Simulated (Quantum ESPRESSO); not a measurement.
Al: equation of state with vdW-DF3-opt2

**Experimental background.**

“The interpretation of polycrystalline coherent inelastic neutron scattering from aluminium”, 2013, pmc:3831299 quotes, for a bulk crystal of Al: bulk modulus 76.9 GPa.

Al:

```xyz
1
Lattice="0.0000 2.0248 2.0248 2.0248 0.0000 2.0248 2.0248 2.0248 0.0000" Properties=species:S:1:pos:R:3 pbc="T T T"
Al    0.0000    0.0000    0.0000
```

```
Program             : Quantum ESPRESSO 7.5
Task                : equation of state
Functional          : vdW-DF3-opt2
Potentials or basis : PseudoDojo 0.4.1 SR PBE standard
Cutoff              : 544 eV
Density cutoff      : 2177 eV
k mesh              : 11 × 11 × 11
Occupations         : fermi-dirac, width 0.05 eV
Spin                : no spin polarisation
Mixing beta         : 0.5
Most SCF iterations : 120
SCF threshold       : 2e-10 Ry
```

```yaml
Equilibrium_volume: 16.66 Å³/atom
Bulk_modulus: 76 GPa
Pressure_derivative_of_the_bulk_modulus: 4.5
```

Energy against volume, from the lowest point:
```tsv
volume (Å³/atom)	energy (meV/atom)
15.607	17.70
15.939	7.96
16.271	2.20
16.603	0.00
16.935	1.00
17.267	4.87
17.599	11.28
```

All runs of the series together: 6.5 min on 1 thread of Arm Neoverse V2 (shared host).

Measured bulk modulus of Al: 76.9 GPa (quoted in “The interpretation of polycrystalline coherent inelastic neutron scattering from aluminium”, 2013, pmc:3831299). This calculation gives 76 GPa (-1.5 %). The fit is for a static lattice scaled at fixed shape and fixed fractional positions.

Caveat: the potentials were made for another functional, which shifts forces and pressure.
